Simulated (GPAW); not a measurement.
Wanted: an ASE script for a GPAW 26.7.0 run.

```
Task                : single point
Functional          : LDA
Potentials or basis : the program's PAW data sets (release 1.2.1) made for this functional
Cutoff              : 800 eV
Basis               : pw
k mesh              : 7 × 7 × 7
Occupations         : gaussian, width 0.05 eV
Spin                : collinear spin, ferromagnetic start
Starting moments    : [4.0, 0.0] μB
Maxiter             : 150
```

The structure of MnO lies in MnO.xyz:

```xyz
2
Lattice="2.9694859094 0.0000000000 0.0000000000 -1.4847429547 2.5716502337 0.0000000000 0.0000000000 0.0000000000 2.8980711300" Properties=species:S:1:pos:R:3 pbc="T T T"
Mn     0.0000000000      0.0000000000      0.0000000000
O      1.4847429548      0.8572167445      1.4490355650
```

Measurements of this composition are mostly on another form, of space group No. 225.

These files were run (other wordings do the same):

run.py

```python
from ase.dft.bandgap import bandgap
from ase.io import read, write
from ase.units import GPa
from gpaw import GPAW, PW

atoms = read('MnO.xyz')
atoms.set_initial_magnetic_moments([4.0, 0.0])

calc = GPAW(mode=PW(800),
            xc='LDA',
            kpts={'size': (7, 7, 7), 'gamma': True},
            occupations={'name': 'methfessel-paxton', 'order': 0, 'width': 0.05},
            nbands=21,
            convergence={'density': 1e-05, 'energy': 1e-05},
            maxiter=150,
            txt='gpaw.txt')
atoms.calc = calc
energy = atoms.get_potential_energy()
forces = atoms.get_forces()
stress = atoms.get_stress()
calc.write('gs.gpw')
write('result.traj', atoms)
print(f'Energy: {energy:.6f} eV')
print('Forces (eV/A):')
print(forces.round(4))
print('Stress (GPa):', (stress / GPa).round(3))
print('Moments:', calc.get_magnetic_moments().round(3))
print('Fermi level:', round(calc.get_fermi_level(), 4), 'eV')
print(f'Gap: {bandgap(calc)[0]:.4f} eV, direct: {bandgap(calc, direct=True)[0]:.4f} eV')
```

Potentials or basis: the program's PAW data sets (release 1.2.1) made for this functional, pw.

Launch:

```console
$ OMP_NUM_THREADS=1 python run.py
```

It gave:

```json
{"Pressure": "-17.1 GPa", "Band gap on the k mesh": "none (metal or under the smearing width)", "Net moment": "4.48 μB per cell", "Site moments": "Mn +3.97; O +0.14 μB"}
```

Caveat: so large a pressure means that the cell lies far from this level's equilibrium, or that cutoff or potentials fall short; a cell with one magnetic atom can't hold antiferromagnetic order, which such compounds often take; semilocal functionals often make such compounds metallic where correlation or magnetic order opens a gap, which also shifts bond lengths.

It took 23 s on 1 thread of Arm Neoverse V2, on a shared host, peak memory 0.17 GiB.
